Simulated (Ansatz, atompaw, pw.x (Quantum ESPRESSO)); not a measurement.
# From atom to crystal: PAW (atompaw) potential for C (Z = 6)

C (Z = 6), PAW, made with atompaw 4.2.0.5 (PBE, scalar-relativistic). Core [He], reference 2s2 2p2. Waves: 2s (bound): rc 2.80 bohr; 2s channel at -0.6 Ry: rc 2.80 bohr; 2p (bound): rc 2.80 bohr; 2p channel at 0.5 Ry: rc 2.80 bohr; 3d channel at 0.25 Ry: rc 2.80 bohr. Local part: troulliermartins scheme with l = 3 at 0 Ry, radius 2.75 bohr. Core correction: smooth core density matched at 1.60 bohr. Augmentation charge: sinc compensation charge, radius 2.45 bohr; PAW radius 2.80 bohr; waves and projectors: custom rrkj vanderbiltortho.

Atomic tests: cutoffs needed: 8 Ry and 10 Ry (the cutoffs (Ry, on a coarse ladder) from which the occupation-weighted sum of valence levels, in a spherical-Bessel basis at the reference potential, stays within 10 and 1 mRy of its value at 400 Ry); ghost test: no extra level below or beside the all-electron valence levels (s, p, d, f tested) (spherical-Bessel basis up to 400 Ry, 20 bohr box); lowest eigenvalue of the overlap operator: 0.16 (s channel).

Crystal test: fcc C in pw.x 7.5, no spin, 18³ k-points, Fermi–Dirac smearing 0.01 Ry, cutoffs 40/400 Ry. The reference is all-electron LAPW (Ansatz 0.2.0) with the same functional, mesh and smearing; V0 and B0 come from Birch–Murnaghan fits to the pressures at five volumes. Errors are pseudo minus all-electron; Δ is the rms difference of the E(V) curves that follow from these fits, minima aligned, over ±6 % about the mean V0. Mesh and smearing are coarse, so the numbers serve the comparison and aren't converged zero-temperature values; the lattice is a test structure that the element need not adopt.

All-electron: a0 = 3.083 Å (V0 = 7.33 Å³/atom), B0 = 151.8 GPa.

Question: How far does the potential miss the all-electron equation of state?

Answer: mean pressure error (GPa): +74.55. The pressure does not cross zero within the volumes sampled, so no fit is given. The largest radius (2.80 bohr) exceeds half the bond length (2.07 bohr), so the spheres overlap, which is one possible source of error among others. This is a poor potential for the solid.

| V (Å³/atom) | P all-electron (GPa) | P pseudo (GPa) |
| --- | --- | --- |
| 7.083 | 5.44 | 103.15 |
| 7.270 | 1.19 | 86.28 |
| 7.456 | -2.58 | 70.90 |
| 7.642 | -5.94 | 57.03 |
| 7.829 | -8.92 | 44.60 |

Question: At the middle volume, how do free energy and pressure move when the wave cutoff is lowered (ecutrho held at 400 Ry)?

Answer:

```tsv
cutoff (Ry)	shift of F (meV/atom)	shift of P (GPa)
18	+9.3	-0.19
24	+4.1	-0.27
32	+1.4	+0.03
```

The run at the middle volume (195 k-points, 7 iterations) took about 7.2 s on one core of a shared host (Intel(R) Xeon(R) Platinum 8488C, 192 threads, 744 GiB, load 78).
